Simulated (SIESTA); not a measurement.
The system is NiO.

```
Ni O
1.0
     0.00000    2.08590    2.08590
     2.08590    0.00000    2.08590
     2.08590    2.08590    0.00000
Ni O
1 1
Direct
  0.00000 0.00000 0.00000
  0.50000 0.50000 0.50000
```

Base run:

```yaml
Program: SIESTA 5.4.2
Functional: PBEsol
Potentials_or_basis: PseudoDojo 0.4 standard (PBEsol files)
Basis: DZP (energy shift 0.003 Ry; two zetas on semicore shells)
Grid_cutoff: 800 Ry
Energy_shift: 0.003 Ry
k_mesh: 11 × 11 × 11
Occupations: fermi-dirac, width 0.05 eV
Spin: collinear spin, ferromagnetic start
Starting_moments: "[1.0, 0.0] μB"
```

Its results: band gap on the k mesh none (metal or under the smearing width); pressure -6.7 GPa; net moment 1.43 μB per cell; site moments Ni +1.19; O +0.24 μB.

Question: The run is repeated on the same cell with these changes: basis from DZP (energy shift 0.003 Ry; two zetas on semicore shells) to TZP (energy shift 0.003 Ry; two zetas on semicore shells); k mesh from 11 × 11 × 11 to 8 × 8 × 8. What comes out?

Answer: Band gap on the k mesh none (metal or under the smearing width); pressure -9.8 GPa; net moment 1.16 μB per cell; site moments Ni +0.99; O +0.17 μB.

Several settings changed at once, so the effect can't be laid on one alone.

Caveats: short orbitals over semicore shells can move pressures by several GPa; the basis of atomic orbitals isn't converged, which shifts pressures, moduli and gaps; a cell with one magnetic atom can't hold antiferromagnetic order, which such compounds often take; semilocal functionals often make such compounds metallic where correlation or magnetic order opens a gap, which also shifts bond lengths.
